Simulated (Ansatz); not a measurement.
# HfS2: strain energy, fitted

HfS2, P-3m1, a = 3.606 Å, c = 5.770 Å. Ansatz: PBE+D3(BJ), PAW, 420 eV, Γ-centred 12×12×6 mesh on 3 atoms, Gaussian smearing 0.02 eV; no spin polarisation. Series: biaxial strain in the a-b plane, c and atoms relaxed; x is the strain in per cent. y is the free energy over the unstrained cell, V0 = 21.659 Å³/atom.

| x (%) | y (meV/atom) |
| --- | --- |
| -4.5 | ? |
| -3.0 | 21.56 |
| -1.5 | 5.20 |
| 0.0 | 0.00 |
| 1.5 | 4.96 |
| 3.0 | 19.17 |
| 4.5 | 41.74 |

**Question.** Fit y = c2 x² + c3 x³ to the other rows, turn c2 into a modulus, and predict the missing energy.

**Answer.** Least squares on the rows shown. y = 2.2618 x² − 0.044498 x³. In eV per unit strain² c2 is 22.62; M is the biaxial modulus (E = M V0 ε²): 22.62 × 160.2 / (21.659) = 167 GPa. At x = -4.5 the fit asked for gives 49.86 meV/atom. The run gave 50.17 meV/atom, so the fit is 0.31 meV/atom too low, 0.62 % of the span of the series, against an rms of 0.02 meV/atom on the fitted rows. The row lies outside the fitted range. With a term in x⁴ added, a fit to the same known rows predicts 49.80 meV/atom, no real gain.

Spin–orbit coupling is left out, which can shift energies with elements as heavy as these.